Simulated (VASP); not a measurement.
A run of VASP 6.6.1 is set up as follows.

File INCAR:

```
SYSTEM = Zr
PREC = Accurate
ENCUT = 520
EDIFF = 1E-7
ISMEAR = -1
SIGMA = 0.05
LREAL = .False.
LASPH = .True.
NELM = 100
ALGO = Fast
ISIF = 2
LWAVE = .False.
LCHARG = .False.
LMAXMIX = 4
GGA = AM
NBANDS = 19
```

KPOINTS

```
Automatic mesh
0
Gamma
  9 9 5
  0 0 0
```

File POSCAR:

```
Zr
1.0
    3.2319982200      0.0000000000      0.0000000000
   -1.6159991100      2.7989925700      0.0000000000
    0.0000000000      0.0000000000      5.1470000000
Zr
2
Direct
    0.3346542400      0.6741300100      0.2538998500
    0.6653457600      0.3258699900      0.7461001500
```

File KPOINTS_OPT:

```
path GMKGALHA,LM,KH
10
line-mode
reciprocal
 0.0000000000  0.0000000000  0.0000000000  G
 0.5000000000  0.0000000000  0.0000000000  M

 0.5000000000  0.0000000000  0.0000000000  M
 0.3333333333  0.3333333333  0.0000000000  K

 0.3333333333  0.3333333333  0.0000000000  K
 0.0000000000  0.0000000000  0.0000000000  G

 0.0000000000  0.0000000000  0.0000000000  G
 0.0000000000  0.0000000000  0.5000000000  A

 0.0000000000  0.0000000000  0.5000000000  A
 0.5000000000  0.0000000000  0.5000000000  L

 0.5000000000  0.0000000000  0.5000000000  L
 0.3333333333  0.3333333333  0.5000000000  H

 0.3333333333  0.3333333333  0.5000000000  H
 0.0000000000  0.0000000000  0.5000000000  A

 0.5000000000  0.0000000000  0.5000000000  L
 0.5000000000  0.0000000000  0.0000000000  M

 0.3333333333  0.3333333333  0.0000000000  K
 0.3333333333  0.3333333333  0.5000000000  H
```

Potentials or basis: VASP PAW PBE potentials, release 64 (Zr_sv).

Run with:

```sh
$ cat potpaw_PBE.64/Zr_sv/POTCAR > POTCAR
$ mpirun -np 1 vasp_std > vasp.out
```

Problem. Estimate the largest force.

Solution. 0.152 eV/Å.

Problem. What does it give for the pressure?

Solution. -3.0 GPa.

Problem. Estimate the band gap along the path.

Solution. None (metal or under the smearing width).

Stress tensor (GPa, compression positive):
```
-3.62  0.10  0.00
 0.10 -3.00  0.01
 0.00  0.01 -2.37
```

Caveat: the PAW data sets were made with another functional, which shifts forces and pressure a little.
